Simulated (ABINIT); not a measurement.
The system is HfO2.

```xyz
3
Lattice="0.0000 2.5575 2.5575 2.5575 0.0000 2.5575 2.5575 2.5575 0.0000" Properties=species:S:1:pos:R:3 pbc="T T T"
Hf    0.0000    0.0000    0.0000
O     3.8363    3.8363    3.8363
O     1.2788    1.2788    1.2788
```

Measurements of this composition are mostly on another form, of space group No. 14.

Base run:

| Quantity | Value |
| --- | --- |
| Program | ABINIT 10.8.3 (patched build) |
| Functional | WC |
| Potentials or basis | JTH PAW PBE v2.0 |
| Cutoff | 762 eV |
| k mesh | 9 × 9 × 9 |
| Occupations | fermi-dirac, width 0.05 eV |
| Spin | no spin polarisation |

Its results: band gap on the k mesh 3.72 eV, indirect (least direct gap 3.83 eV); pressure -13.1 GPa.

After a change of settings the same cell gave: band gap on the k mesh 3.93 eV, indirect (least direct gap 4.04 eV); pressure -2.4 GPa. Which change was it?
A. functional from WC to r2SCAN
B. functional from WC to SCAN
C. functional from WC to BLYP
D. functional from WC to revPBE

D.

revPBE binds less tightly than WC, so the same cell stands under more pressure.

Caveats: the PAW data sets were made with another functional, which shifts forces and pressure a little; spin-orbit coupling is left out, which moves the levels of the heavy elements; an odd mesh through Γ misses points on the zone boundary, where band edges often lie.
